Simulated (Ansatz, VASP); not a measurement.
**Sr in VASP and in Ansatz**

File INCAR:

```
ALGO = Normal
EDIFF = 1E-7
ENCUT = 520
GGA = PE
ISIF = 2
ISMEAR = -1
LASPH = T
LCHARG = F
LREAL = F
LWAVE = F
NBANDS = 28
NELM = 60
PREC = Accurate
SIGMA = 0.05
```

The input KPOINTS:

```
k-points
0
Gamma
  5 5 5
```

POSCAR

```
Sr
1.0
   -4.1305946208      4.1305946208      3.5527999390
    4.1305946208     -4.1305946208      3.5527999390
    4.1305946208      4.1305946208     -3.5527999390
Sr
4
Direct
    0.3354504800      0.1645495200      0.5000000000
    0.6645495200      0.8354504800      0.5000000000
    0.8354504800      0.3354504800      0.1709009600
    0.1645495200      0.6645495200      0.8290990400
```

The input input.yaml:

```yaml
crystal:
  lattice:
    - [-4.1305946208, 4.1305946208, 3.552799939]
    - [4.1305946208, -4.1305946208, 3.552799939]
    - [4.1305946208, 4.1305946208, -3.552799939]
  atoms:
    - { symbol: Sr, position: [0.33545048, 0.16454952, 0.5] }
    - { symbol: Sr, position: [0.66454952, 0.83545048, 0.5] }
    - { symbol: Sr, position: [0.83545048, 0.33545048, 0.17090096] }
    - { symbol: Sr, position: [0.16454952, 0.66454952, 0.82909904] }
hamiltonian:
  xc: pbe
  pseudopotentials: { kind: paw }
kpoints:
  mp_grid: { grid: [5, 5, 5] }
scf:
  occupations: { method: fermi_dirac, width: 0.05 }
output:
  forces: true
  stress: true
  eigenvalues: true
  write_density: true
  write_potential: true
  elf: true
  volumetric_format: npy
```

Change from the starting cell: volume scaled by 0.98.

Alike in both runs: task single point; functional PBE; k mesh 5 × 5 × 5; occupations fermi-dirac, width 0.05 eV; no spin polarisation.

|  | VASP | Ansatz |
| --- | --- | --- |
| version | VASP 6.6.1 | Ansatz 0.2.0 |
| potentials or method | VASP PAW PBE potentials, release 64 (Sr_sv) | Ansatz PAW |
| plane-wave cutoff (eV) | 520 | 420 |
| valence electrons in the cell | 40 | 40 |

```csv
,VASP,Ansatz,Ansatz less VASP
gap on the k mesh at the Fermi level (eV),none,none,-
pressure (GPa),-0.1,-0.1,0.00
rms of the force components (eV/Å),0.082,0.081,-0.0007
```

Atom by atom the forces differ by 0.001 eV/Å (rms over components). A gap of «none» marks a metal or a gap that the smearing closes.
